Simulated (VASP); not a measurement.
Runs of VASP 6.6.1 on Ag. The structure is cubic, space group Im-3m (No. 229). The conventional cell has a = 3.311 Å, b = 3.311 Å, c = 3.311 Å, α = 90.00°, β = 90.00°, γ = 90.00°. Ag (site symmetry m-3m) is surrounded by 8 Ag at 2.87 Å. This isn't the form of Ag at room conditions, which is fcc.

```tsv
level	potentials or basis	cell	target pressure	gap on the mesh (eV)	pressure (GPa)	relaxed volume (Å³/atom)
PBE	VASP PAW PBE potentials, release 64 (Ag)	relaxed to 2 GPa	2 GPa	none	2.0	-
PBE	VASP PAW PBE potentials, release 64 (Ag)	relaxed to 5 GPa	5 GPa	none	5.0	-
PBEsol+D3	VASP PAW PBE potentials, release 64 (Ag)	relaxed	-	none	0.0	16.27
PBE	VASP PAW PBE potentials, release 54 (Ag)	relaxed	-	none	0.0	17.96
PBE	VASP PAW PBE potentials, release 64 (Ag)	relaxed	-	none	0.0	17.96
PBE	VASP PAW PBE potentials, release 64 (Ag_sv_GW)	relaxed	-	none	0.0	17.83
PBE	VASP PAW PBE potentials, release 64 (Ag)	relaxed to 20 GPa	20 GPa	none	20.0	-
PBEsol	VASP PAW PBE potentials, release 64 (Ag)	relaxed	-	none	0.0	(a)
PBEsol+D4	VASP PAW PBE potentials, release 64 (Ag)	relaxed	-	none	-0.1	16.35
PBE	VASP PAW PBE potentials, release 64 (Ag)	relaxed to 30 GPa	30 GPa	none	30.0	-
```

Alike in all rows: task relaxation of cell and atoms; no spin polarisation; k mesh 11 × 11 × 11; cutoff (eV) 600; smearing fermi-dirac 0.05 eV.

Fill in the values left out.

(a) 16.77.

Caveats: the cell is relaxed towards a set pressure, so the enthalpy falls and the energy may rise (some runs); the PAW data sets were made with another functional, which shifts forces and pressure a little (some runs); pairwise dispersion overbinds metals, which lowers pressure and volume (some runs); the volume moved by over 15 % at a fixed basis, so the end points are rough (some runs).

A k mesh can miss the band edges, and the runs leave out spin-orbit coupling on Ag.

A gap of «none» marks a metal or a gap under the smearing width.

The runs don't all hold the same shells in valence.
